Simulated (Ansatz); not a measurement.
**SrVO$_{3}$: computed properties**

Level of theory: Ansatz 0.2.0, DFT PBE, scalar-relativistic, plane waves, PAW.

Plane waves to 420 eV, a k mesh through Γ of 10×10×10 on the computed 5-atom cell and Gaussian smearing (0.10 eV); collinear spin from starting moments 0 0.29 0 0 0 μB.

The structure is relaxed at this level of theory with its symmetry kept. Whether it is the stable form of this composition wasn't checked.

The structure is cubic, space group Pm-3m (No. 221). The conventional cell has a = 3.859 Å, b = 3.859 Å, c = 3.859 Å, α = 90.00°, β = 90.00°, γ = 90.00°. Around Sr (site symmetry m-3m) lie 12 O at 2.73 Å. V (site symmetry m-3m) is surrounded by 6 O at 1.93 Å. O (site symmetry 4/mmm) is surrounded by 2 V at 1.93 Å.

```json
{
 "Volume per atom": "11.49 Å³",
 "Formation energy from the elements' standard states (uncorrected)": "-2.743 eV/atom",
 "Kohn–Sham band gap": "none (metal)",
 "Density of states at the Fermi level": "1.70 states/eV per cell",
 "Löwdin character within 0.5 eV of the Fermi level": "V 3d 80 %, O 2p 18 %",
 "Bulk modulus": "179 GPa",
 "Its pressure derivative": "4.6",
 "Bader charges (e)": "Sr (1 in the cell) 1.59, V (1 in the cell) 2.06, O (3 in the cell) -1.22",
 "Total moment": "0.34 μB per cell",
 "Site moments (μB; atoms counted from 1 over the whole cell)": "V (atom 2) 0.26"
}
```

Only this magnetic start was tried.

Symmetry holds off the tilts and polar distortions that many cubic perovskites undergo.